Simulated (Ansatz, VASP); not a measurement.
One calculation of Ag, two programs

```xyz
1
Lattice="-1.6557 1.6557 1.6557 1.6557 -1.6557 1.6557 1.6557 1.6557 -1.6557" Properties=species:S:1:pos:R:3 pbc="T T T"
Ag    0.0000    0.0000    0.0000
```

This isn't the form of Ag at room conditions, which is fcc.

Alike in both runs: task single point; functional PBE; k mesh 11 × 11 × 11; occupations gaussian, width 0.02 eV; no spin polarisation.

|  | VASP | Ansatz |
| --- | --- | --- |
| version | VASP 6.6.1 | Ansatz 0.2.0 |
| potentials or method | VASP PAW PBE potentials, release 64 (Ag), cutoff 520 eV | all-electron LAPW, scalar-relativistic |

Ansatz gave:

* gap on the k mesh at the Fermi level (eV): none
* pressure (GPa): -0.8

Estimate VASP's values.

gap on the k mesh at the Fermi level (eV): none; pressure (GPa): -0.9.

A gap of «none» marks a metal or a gap that the smearing closes. Ansatz ran all-electron here, so the differences hold the error of VASP's frozen core and of both bases.
